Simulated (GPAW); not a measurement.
Mo:

```xyz
1
Lattice="-1.5838 1.5838 1.5838 1.5838 -1.5838 1.5838 1.5838 1.5838 -1.5838" Properties=species:S:1:pos:R:3 pbc="T T T"
Mo    0.0000    0.0000    0.0000
```

```yaml
Program: GPAW 26.7.0
Task: single point
Functional: PBE
Potentials_or_basis: GPAW PAW data sets (gpaw-data 1.2.1)
Cutoff: 600 eV
Basis: pw
k_mesh: 12 × 12 × 12
Occupations: fermi-dirac, width 0.05 eV
Spin: no spin polarisation
```

On this cell: pressure -2.2 GPa; band gap on the k mesh none (metal or under the smearing width).

The same run follows on a disturbed copy (cell strained at random at fixed volume):

```
Mo
1.0
    -1.59439    1.59130    1.58454
     1.61239   -1.54306    1.55430
     1.60659    1.55526   -1.53630
Mo
1
Direct
  0.99511 0.97150 0.97202
```

**Question.** What does the disturbed cell give?

**Answer.** The energy (extrapolated to zero smearing) moves by +12.4 meV/atom; pressure -2.0 GPa; band gap on the k mesh none (metal or under the smearing width).

Stress tensor (GPa, compression positive):
```
-7.15 -0.83 -1.27
-0.83  0.16 -3.22
-1.27 -3.22  1.04
```
